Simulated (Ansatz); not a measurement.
Clusters are cut from relaxed bulk GaN (F-43m, not its usual structure, 11.76 Å³/atom, gap on the mesh 1.54 eV) and relaxed in a periodic box with vacuum; the excess energy counts from that bulk. Caps count from half an H2 molecule.

Theory: Ansatz, DFT PBE, scalar-relativistic, plane waves, PAW.

Cutoff 420 eV, Gaussian smearing of 0.05 eV, energies at zero smearing, symmetry of each start kept, no spin polarisation.

```
               start atoms k mesh excess energy (eV per host atom) gap on the mesh (eV) highest filled level or Fermi level under vacuum (eV)
Ga2N2H10, sphere cut     14   1×1×1                             0.029                  4.98                                                   6.34
Ga4N4H16, sphere cut     24   1×1×1                            -0.017                  5.14                                                   6.28
Ga5N5H18, sphere cut     28   1×1×1                             0.002                  4.93                                                   6.29
```

Each run keeps its start's symmetry and one magnetic start, so lower states can exist.

Cost: 3 runs of about 12 core-minutes in all, on Intel Xeon 6975P-C (Granite Rapids) (shared hosts).